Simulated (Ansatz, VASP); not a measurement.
# Cross-check of B107N107O (V_B-O_N) between VASP and Ansatz, part 2 of 2

One calculation is typed for both programs; each brings its own data sets. How far apart do they land? The cell is taken from a series of runs on this material, whose earlier steps may have relaxed, scaled, displaced or heated it; both programs get it as it stands.

VASP 6.6.1 and Ansatz 0.2.0.

So far: Starting point; Ansatz: single point, PBEsol.

### Step 3. VASP: single point, PBEsol

Level of this step: PBEsol, spin-polarised from a ferromagnetic start; plane waves and PAW (B, N, O) (VASP).

The same cell, functional, mesh and smearing now go to VASP, with its own data sets.

Lines of VASP's logs that name or quote its potential files are left out, and so is its time.

INCAR

```
SYSTEM = B107N107O
PREC = Accurate
ENCUT = 520
EDIFF = 1E-06
NELM = 200
ISMEAR = -1
SIGMA = 0.01
LREAL = Auto
ALGO = Normal
GGA = PS
NELECT = 863
NBANDS = 582
ISPIN = 2
MAGMOM = -0 -0 -0 0 0 0 -0 -0 -0 0 0 -0 -0 -0 -0 0 0 -0 -0 -0 -0 -0 -0 -0 -0 -0 -0 0 -0 0 -0 -0 -0 -0 -0 -0 -0 -0 -0 0 0 -0 -0 -0 -0 -0 -0 -0 -0 -0 -0 0 0 -0 -0 -0 -0 -0 0 -0 -0 0 0 0 -0 -0 -0 0 0 0 -0 -0 -0 -0 -0 0 0 -0 -0 -0 -0 -0 -0 0 -0 -0 0 0 -0 0 -0 -0 0 0 -0 -0 -0 -0 -0 -0 -0 -0 -0 -0 -0 -0 0 0 0 0 0 0 0 0 0 0 -0 -0 -0 -0 -0 -0 0 0 0 -0 -0 -0 -0 0 -0 0 -0 0 0 0 -0 0 -0 0 -0 -0 -0 -0 -0 -0 0 0 0 -0 -0 -0 -0 0 -0 -0 -0 -0 0 0 -0 -0 -0 -0 0 -0 0 -0 -0 0 0.02 0.22 0 -0 -0 -0 -0 -0 -0 0 0 -0 0 0 -0 0 0 -0 -0 -0 -0 0 -0 0.22 0.02 0 -0 0 -0 -0 -0 -0 -0 -0 -0 0.02 0.01 0.02 -0 -0 -0 -0 -0 -0 -0
LORBIT = 11
LWAVE = .FALSE.
LCHARG = .FALSE.
ISIF = 2
NUPDOWN = 1
LASPH = .TRUE.
GGA_COMPAT = .FALSE.
```

POSCAR

```
B107N107O
1.0
   11.2680000000      6.5055840000      0.0000000000
  -11.2680000000      6.5055840000      0.0000000000
    0.0000000000      0.0000000000     13.3220000000
B N O
107 107 1
Direct
    0.9998815730      0.2222073029      0.1258373627
    0.1110074255      0.1111252039      0.1259945405
[... 3 atom lines left out ...]
    0.2209266583      0.2210354942      0.3748981799
[... 10 atom lines left out ...]
    0.1105197088      0.3324443409      0.3748494218
    0.2225738225      0.5544725289      0.3748341615
[... 21 atom lines left out ...]
    0.3323352017      0.1106281225      0.3748636117
[... 1 atom line left out ...]
    0.5543634667      0.2226820728      0.3748757438
[... 6 atom lines left out ...]
    0.3333422152      0.5556791265      0.1276185939
    0.4446674675      0.4447853553      0.1283431844
    0.5555608434      0.3334595930      0.1276152808
    0.3337405929      0.4429983845      0.3749281778
    0.4428890342      0.3338484294      0.3749801275
    0.3333842614      0.5557051257      0.6223781597
    0.4447159628      0.4448166057      0.6216458309
    0.5556047905      0.3334853255      0.6223764997
[... 5 atom lines left out ...]
    0.5554281406      0.6665021129      0.1295875984
[... 1 atom line left out ...]
    0.4441762949      0.6680696627      0.3750893402
[... 3 atom lines left out ...]
    0.5554683910      0.6665220608      0.6203090153
[... 15 atom lines left out ...]
    0.6663837096      0.5555460850      0.1295673290
[... 2 atom lines left out ...]
    0.6679603476      0.4442827242      0.3752684509
[... 2 atom lines left out ...]
    0.6664218527      0.5555689919      0.6202906748
[... 8 atom lines left out ...]
    0.6642962551      0.7762434991      0.3752650436
    0.7761359000      0.6644072190      0.3754026081
[... 24 atom lines left out ...]
    0.2213764965      0.3321976579      0.3748900964
[... 21 atom lines left out ...]
    0.3320885697      0.2214847802      0.3749020883
[... 8 atom lines left out ...]
    0.3332272667      0.4444432595      0.1276097966
    0.4443256127      0.3333449959      0.1276086245
    0.5554055902      0.5555231749      0.1281234431
    0.3327104351      0.5536053393      0.3749161401
    0.5534962352      0.3328185673      0.3750160600
    0.3332682589      0.4444680236      0.6224127210
    0.4443671489      0.3333690374      0.6224121140
    0.5554450429      0.5555459364      0.6218106844
[... 4 atom lines left out ...]
    0.4442160507      0.6666046838      0.1274029021
[... 2 atom lines left out ...]
    0.4421519389      0.7797363775      0.3748706495
    0.5526140057      0.6761123370      0.3755519306
[... 1 atom line left out ...]
    0.4442516578      0.6666273265      0.6225752117
[... 16 atom lines left out ...]
    0.6664868844      0.4443345554      0.1273928486
[... 2 atom lines left out ...]
    0.6760074819      0.5527222363      0.3759211566
    0.7796273819      0.4422606244      0.3749332680
[... 1 atom line left out ...]
    0.6665265734      0.4443517149      0.6225670632
[... 6 atom lines left out ...]
    0.7776280835      0.6666556179      0.1277352054
[... 1 atom line left out ...]
    0.6662788134      0.8907009974      0.3749664465
    0.7770201650      0.7771292739      0.3752965693
    0.8905918132      0.6663875900      0.3750282977
[... 1 atom line left out ...]
    0.7776726680      0.6666828591      0.6222018713
[... 4 atom lines left out ...]
    0.4376699237      0.4377779235      0.3749409609
```

KPOINTS

```
Automatic mesh
0
Gamma
1 1 1
0 0 0
```

PAW data sets: B, N and O (PBE family, release 64).

Launch:

```console
$ export OMP_NUM_THREADS=3
$ mpirun -np 1 vasp_gam
```

Numbers of over 12 decimals in the logs are rounded to 6 here.

Output:

```text
[banner, memory and clock lines left out]
running    1 mpi-ranks, on    1 nodes
[...]
Offloading initialized ...    1 GPUs detected
[...]
|                                                                             |
|               ----> ADVICE to this user running VASP <----                  |
|                                                                             |
|     You enforced a specific xc type in the INCAR file but a different       |
|     [... a line on the potential file left out ...]
|     I HOPE YOU KNOW WHAT YOU ARE DOING!                                     |
|                                                                             |

 LDA part: xc-table for (Slater+PW92), standard interpolation
 POSCAR, INCAR and KPOINTS ok, starting setup
[...]
entering main loop
       N       E                     dE             d eps       ncg     rms          rms(c)
DAV:   1     0.809036194342E+04    0.80904E+04   -0.48880E+05  2336   0.148E+03
DAV:   2    -0.113893913904E+04   -0.92293E+04   -0.86289E+04  3440   0.379E+02
DAV:   3    -0.211467900916E+04   -0.97574E+03   -0.96342E+03  2736   0.127E+02
DAV:   4    -0.214029625546E+04   -0.25617E+02   -0.25551E+02  2784   0.216E+01
DAV:   5    -0.214082665599E+04   -0.53040E+00   -0.52998E+00  2736   0.313E+00BRMIX: very serious problems
 the old and the new charge density differ
 old charge density:   862.00000 new  862.99999
    0.810E+01
DAV:   6    -0.197508233832E+04    0.16574E+03   -0.44706E+02  2544   0.248E+01    0.372E+01
DAV:   7    -0.195917280725E+04    0.15910E+02   -0.27356E+01  2600   0.659E+00    0.226E+01
DAV:   8    -0.195446405194E+04    0.47088E+01   -0.14900E+01  2584   0.451E+00    0.324E+00
DAV:   9    -0.195438873855E+04    0.75313E-01   -0.69578E-01  2600   0.113E+00    0.145E+00
[...]
DAV:  18    -0.195441220616E+04    0.58431E-05   -0.15639E-05  2640   0.715E-03    0.761E-03
DAV:  19    -0.195441220504E+04    0.11273E-05   -0.90761E-06  2632   0.538E-03    0.320E-03
DAV:  20    -0.195441220553E+04   -0.49390E-06   -0.43467E-06  2232   0.244E-03
   1 F= -.19544122E+04 E0= -.19544122E+04  d E =-.563707E-12  mag=     1.0001
```

From OUTCAR (step 3):

```text
 magnetization (x)
# of ion       s       p       d       tot
------------------------------------------
    1       -0.000  -0.000   0.000  -0.000
    2       -0.000  -0.000   0.000  -0.000
    3       -0.000  -0.000   0.000  -0.000
    4        0.000   0.000   0.000   0.000
    5        0.000   0.000   0.000   0.000
    6        0.000   0.000   0.000   0.000
[...]
213       -0.000  -0.000   0.000  -0.000
  214        0.000  -0.000   0.000  -0.000
  215       -0.001   0.000   0.000  -0.000
--------------------------------------------------
tot          0.068   0.710   0.000   0.778
```

The run ends at a pressure of 1.73 GPa, with forces up to 1.9 eV/Å.

### Step 4. Differences

Known differences besides the potentials themselves: VASP starts from the moments at which Ansatz ended; the cutoff is 420 eV in Ansatz and 520 eV in VASP (PREC = Accurate, projectors in real space); Ansatz makes its cores anew for this functional, VASP keeps those of its PBE data sets; site moments are counted in spheres of each program's own size. Total energies have different zeros and are not compared.

Both answers:

| quantity | Ansatz | VASP | difference |
| --- | --- | --- | --- |
| total moment, fixed by the input (μB) | 1.00 | 1.00 | 0.00 |
| moment on N194 (μB) | 0.22 | 0.33 | -0.10 |
| moment on N172 (μB) | 0.22 | 0.33 | -0.10 |

Forces on 7 of the 215 atoms, those with the largest forces and the largest differences (eV/Å; atoms numbered as in POSCAR):

| atom | Ansatz x, y, z | VASP x, y, z |
| --- | --- | --- |
| B52 | 0.419, -0.060, -0.001 | 0.343, -0.052, -0.001 |
| B53 | -0.419, -0.060, -0.003 | -0.341, -0.051, -0.003 |
| B64 | -0.185, -0.579, 0.000 | -0.180, -0.595, 0.000 |
| B87 | 0.184, -0.578, -0.003 | 0.179, -0.594, -0.003 |
| N172 | 1.769, 0.703, 0.002 | 1.786, 0.699, 0.002 |
| N194 | -1.770, 0.703, 0.002 | -1.786, 0.699, 0.002 |
| O215 | 0.000, -0.606, -0.002 | 0.000, -0.582, -0.002 |

The forces differ by 4.8 meV/Å r.m.s., which is 4.0 % of the r.m.s. force of 0.119 eV/Å (both taken over all components). The cell carries a charge of -1 e against a uniform background, so its pressure also hangs on how the neutralising background is counted, and in a defect's cell a gap may be the spacing between its levels.

### Step 5. Summary of results

```yaml
r_m_s_force_difference_single_point_pbesol: 4.8 meV/Å
```

**Reading.** The r.m.s. force difference is 4.8 meV/Å (single point, PBEsol), within the 12 meV/Å picked in this series as the mark of a large difference. How closely two codes agree says nothing of how well the functional describes the real material.

[Lines on the potential files, build, host, timing and source positions are cut from VASP's logs without a mark.]

[Logs are printed without paths, hosts, clocks, repeated set-up lines and the standing remarks that a program may print on its own settings, such as how far it seeks lower states.]

[Hosts, paths, dates, database ids (printed as entryN), source tags and the programs' standing remarks are cut or masked in the printed files.]
